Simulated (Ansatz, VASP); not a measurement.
# KCl in VASP and in Ansatz

```xyz
2
Lattice="0.0000 3.1448 3.2870 3.1448 0.0000 3.2870 3.1448 3.1448 0.0000" Properties=species:S:1:pos:R:3 pbc="T T T"
K     0.0000    0.0000    0.0000
Cl    3.1448    3.1448    3.2870
```

Change from the starting cell: uniaxial_z strain +4.5%.

Alike in both runs: task single point; functional PBE; k mesh 8 × 8 × 8; occupations fermi-dirac, width 0.02 eV; no spin polarisation.

```csv
,VASP,Ansatz
version,VASP 6.6.1,Ansatz 0.2.0
potentials or method,"VASP PAW PBE potentials, release 64 (K_sv, Cl)","plane waves, PAW"
plane-wave cutoff (eV),520,420
valence electrons in the cell,16,16
```

|  | VASP | Ansatz | Ansatz less VASP |
| --- | --- | --- | --- |
| gap on the k mesh at the Fermi level (eV) | 5.03 | 5.03 | +0.002 |
| pressure (GPa) | 0.1 | 0.1 | -0.01 |
| largest component of the traceless stress (GPa) | 0.82 | 0.80 | -0.016 |

A k mesh can miss the band edges.
